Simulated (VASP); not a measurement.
# CaSe: molecular dynamics at constant energy

CaSe, Fm-3m (no. 225), 8 atoms in the cell. PBE, molecular dynamics; PAW potentials Se, Ca_pv (PBE set).

Ensemble: NVE; Starting temperature (K): 600.

## Input

INCAR:
```
GGA = PE ; PREC = Normal
ENCUT = 210 ; EDIFF = 1E-6
NELMIN = 4 ; NELM = 60
ALGO = Normal ; LREAL = Auto
LASPH = True ; ISMEAR = 0
SIGMA = 0.05 ; ISYM = 0
LWAVE = False ; LCHARG = False
IBRION = 0 ; NSW = 60
POTIM = 2.0 ; TEBEG = 600
ISIF = 2 ; RANDOM_SEED = 564497 0 0
MDALGO = 2 ; SMASS = -3
KPAR = 2
```

KPOINTS:
```
k-points
0
Monkhorst-Pack
  2 2 2
```

POSCAR:
```
CaSe
1.0
    5.9120000000      0.0000000000      0.0000000000
    0.0000000000      5.9120000000      0.0000000000
    0.0000000000      0.0000000000      5.9120000000
Se Ca
4 4
Direct
    0.5000000000      0.0000000000      0.0000000000
    0.5000000000      0.5000000000      0.5000000000
    0.0000000000      0.0000000000      0.5000000000
    0.0000000000      0.5000000000      0.0000000000
    0.0000000000      0.0000000000      0.0000000000
    0.0000000000      0.5000000000      0.5000000000
    0.5000000000      0.0000000000      0.5000000000
    0.5000000000      0.5000000000      0.0000000000
```

Commands:
```
cat potpaw_PBE.64/Se/POTCAR potpaw_PBE.64/Ca_pv/POTCAR > POTCAR
mpirun -np 2 vasp_std > vasp.out
```

## Result

- Rise of the mean potential energy above the start (meV/atom): 33.2
- Mean temperature (K): 307
- Standard error of the mean temperature (K): 72
- Relative fluctuation of the kinetic energy: 0.538
- Canonical value of that fluctuation: 0.309
- Electronic steps per ionic step after the first: 4.4

Course of the run:

| Time (fs) | Temperature (K) | Potential energy less the first (meV/atom) |
|---|---|---|
| 2 | 600 | 0.0 |
| 12 | 532 | 7.7 |
| 20 | 399 | 22.8 |
| 30 | 202 | 45.1 |
| 38 | 86 | 58.2 |
| 48 | 59 | 61.3 |
| 56 | 133 | 52.9 |
| 66 | 289 | 35.2 |
| 74 | 406 | 22.0 |
| 84 | 480 | 13.6 |
| 92 | 461 | 15.8 |
| 102 | 347 | 28.6 |
| 110 | 224 | 42.5 |
| 120 | 110 | 55.5 |

The mean temperature lies below the starting 600 K, since the atoms start on their sites and part of their kinetic energy turns into potential energy.

REPORT:
```
MDALGO =   2
               SCALING =       0
                 CNEXP =     9.000   14.000
           RANDOM_SEED =            564497                0                0

   original number of atomic DOF:         21
   number of independent constraints:      0
   number of active DOF:                  21

========================================
         MD step No.       1
========================================

  Atomic velocities initialized by STEP_tb

  >Energies
                    E_tot             E_pot             E_kin               EPS                ES
   e_b>   -0.37577429E+02   -0.38120324E+02    0.54289510E+00    0.00000000E+00    0.00000000E+00

  >Temperature
               T_sim     T_inst
   tmprt>    600.000    600.000

  >Thermostat:
           s(n+1) sdot(n+1)      s(n)   sdot(n)        Qs
   s_b>   0.00000   0.00000   0.00000   0.00000  -3.00000

           RANDOM_SEED =            564497               48                0

[... steps left out ...]

========================================
         MD step No.      60
========================================

  >Energies
                    E_tot             E_pot             E_kin               EPS                ES
   e_b>   -0.37576674E+02   -0.37676613E+02    0.99938361E-01    0.00000000E+00    0.00000000E+00

  >Temperature
               T_sim     T_inst
   tmprt>    600.000    110.450

  >Thermostat:
           s(n+1) sdot(n+1)      s(n)   sdot(n)        Qs
   s_b>   0.00000   0.00000   0.00000   0.00000  -3.00000

           RANDOM_SEED =            564497               48                0
```

OSZICAR:
```
N       E                     dE             d eps       ncg     rms          rms(c)
DAV:   1     0.472443910395E+03    0.47244E+03   -0.12356E+04   280   0.145E+03
DAV:   2     0.706024936442E+02   -0.40184E+03   -0.39803E+03   264   0.413E+02
DAV:   3    -0.316334574431E+02   -0.10224E+03   -0.99722E+02   368   0.186E+02
DAV:   4    -0.383509968711E+02   -0.67175E+01   -0.67110E+01   368   0.529E+01
DAV:   5    -0.384911251848E+02   -0.14013E+00   -0.14011E+00   415   0.895E+00    0.595E+00
DAV:   6    -0.380666074059E+02    0.42452E+00   -0.13597E+00   391   0.482E+00    0.386E+00
DAV:   7    -0.380954489842E+02   -0.28842E-01   -0.40312E-01   350   0.344E+00    0.143E+00
DAV:   8    -0.381184930525E+02   -0.23044E-01   -0.36847E-02   363   0.214E+00    0.169E-01
DAV:   9    -0.381202438972E+02   -0.17508E-02   -0.41713E-03   416   0.593E-01    0.959E-02
DAV:  10    -0.381203224995E+02   -0.78602E-04   -0.21303E-04   412   0.116E-01    0.318E-02
DAV:  11    -0.381203222081E+02    0.29140E-06   -0.66108E-05   352   0.119E-01    0.424E-03
DAV:  12    -0.381203232177E+02   -0.10096E-05   -0.31818E-06   235   0.126E-02    0.245E-03
[... left out ...]
     58 T=   145. E= -.37576733E+02 F= -.37708345E+02 E0= -.37708345E+02  EK= 0.13161E+00 SP= 0.00E+00 SK= 0.00E+00
     59 T=   126. E= -.37576701E+02 F= -.37690494E+02 E0= -.37690494E+02  EK= 0.11379E+00 SP= 0.00E+00 SK= 0.00E+00
[... last step whole ...]
       N       E                     dE             d eps       ncg     rms          rms(c)
DAV:   1    -0.376766057328E+02    0.13888E-01   -0.74678E-04   268   0.114E+00    0.900E-03
DAV:   2    -0.376766125231E+02   -0.67904E-05   -0.89401E-05   343   0.528E-02    0.372E-03
DAV:   3    -0.376766127411E+02   -0.21796E-06   -0.29977E-06   256   0.175E-02    0.124E-03
DAV:   4    -0.376766127442E+02   -0.31050E-08   -0.40844E-07   152   0.504E-03
     60 T=   110. E= -.37576674E+02 F= -.37676613E+02 E0= -.37676613E+02  EK= 0.99938E-01 SP= 0.00E+00 SK= 0.00E+00
```

Limits: 120 fs of 8 atoms are too short for converged averages.

VASP 6.6.1 took 300 s on 2 cores (Intel Xeon Platinum 8259CL @ 2.50GHz (Skylake/Cascade Lake)), a shared host.
